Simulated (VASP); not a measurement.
Set up this calculation in VASP 6.6.1, as the native input.

```
Task                   : single point
Functional             : PBE
Dispersion             : D3(BJ)
Potentials or basis    : VASP PAW PBE potentials, release 64 (C, N, H)
Cutoff                 : 520 eV
k mesh                 : 1 × 1 × 1
Occupations            : fermi-dirac, width 0.05 eV
Spin                   : no spin polarisation
Dipole correction      : no
Further INCAR settings : LREAL = Auto; ALGO = Normal; EDIFF = 1e-06; NBANDS = 72
```

The structure of H3C2N lies in POSCAR:

```
H3C2N
1.0
    8.0517480000      0.0000000000      0.0000000000
    0.0000000000      8.0517480000      0.0000000000
    0.0000000000      0.0000000000      8.0517480000
C N H
12 6 18
Direct
    0.8296956139      0.2692583027      0.2894029967
    0.6800510895      0.3649890682      0.2563418527
    0.3478002541      0.4788898013      0.6364704906
    0.2045518563      0.5287050712      0.5443786865
    0.8649426187      0.7701930065      0.8922286192
    0.7692615318      0.6263608846      0.8293478633
    0.6906450624      0.7522590126      0.4490329305
    0.7253580216      0.9045116663      0.5399945453
    0.2043158827      0.9915238281      0.5629336636
    0.2964076869      0.9435590880      0.7055362388
    0.1369143694      0.4699600633      0.0185301378
    0.1598783270      0.3053746839      0.0868879652
    0.5539790863      0.4262925268      0.2514112464
    0.0843170949      0.5658274452      0.4639613659
    0.7484958546      0.4947372918      0.7805385862
    0.7250847890      1.0341108539      0.5974975869
    0.3740678422      0.8835472745      0.8107928862
    0.1717018466      0.1631695378      0.1228180514
    0.7974293284      0.1995094730      0.4056137872
    0.8735867044      0.1798615655      0.2025895495
    0.9404914312      0.3329463366      0.3141926449
    0.3129755179      0.3974913273      0.7476885764
    0.4227405031      0.3978142386      0.5646103182
    0.4088056407      0.5978329178      0.6870930387
    0.9911512382      0.7582577100      0.8754744932
    0.8058126012      0.8824916031      0.8497036917
    0.8632038658      0.7639210765      1.0294286408
    0.5813768638      0.6893534174      0.4878443786
    0.6787718642      0.7838049576      0.3168752922
    0.8144194279      0.6842613554      0.4555284145
    0.2496849131      0.9731427263      0.4280436993
    0.0652901705      0.9728073954      0.5646724165
    0.1835377858      1.1194712005      0.5605739275
    0.1445152034      0.4708418594     -0.1132176516
    0.0202564710      0.5101873531      0.0688794533
    0.2394883695      0.5496818827      0.0715993595
```

The cell was built by a generator and needn't be a form met in nature.

These files were run (other wordings do the same):

INCAR

```
SYSTEM = H3C2N
  ALGO = Normal
  EDIFF = 1E-6
  ENCUT = 520
  GGA = PE
  ISIF = 2
  ISMEAR = -1
  IVDW = 12
  LASPH = .TRUE.
  LCHARG = .TRUE.
  LELF = .TRUE.
  LREAL = Auto
  LVHAR = .TRUE.
  LWAVE = .FALSE.
  NBANDS = 72
  NELM = 60
  PREC = Accurate
  SIGMA = 0.05
```

KPOINTS

```
k-points
0
G
  1 1 1
  0 0 0
```

Potentials or basis: VASP PAW PBE potentials, release 64 (C, N, H).

Run with:

```sh
$ cat potpaw_PBE.64/C/POTCAR potpaw_PBE.64/N/POTCAR potpaw_PBE.64/H/POTCAR > POTCAR
$ mpirun -np 1 vasp_gam > vasp.out
```

Results of the run:

| Item | Value |
| --- | --- |
| Pressure | 1.3 GPa |
| Largest force | 5.274 eV/Å |
| Band gap on the k mesh | 6.04 eV, direct |
| Dispersion energy per atom | -0.045 eV |

Caveat: the standard files for N, O and F lose accuracy on very short bonds.

Run time: 2.1 min on 1 thread of AMD EPYC 7R43 64-Core Processor (Zen 3), on a shared host, peak memory 0.43 GiB.
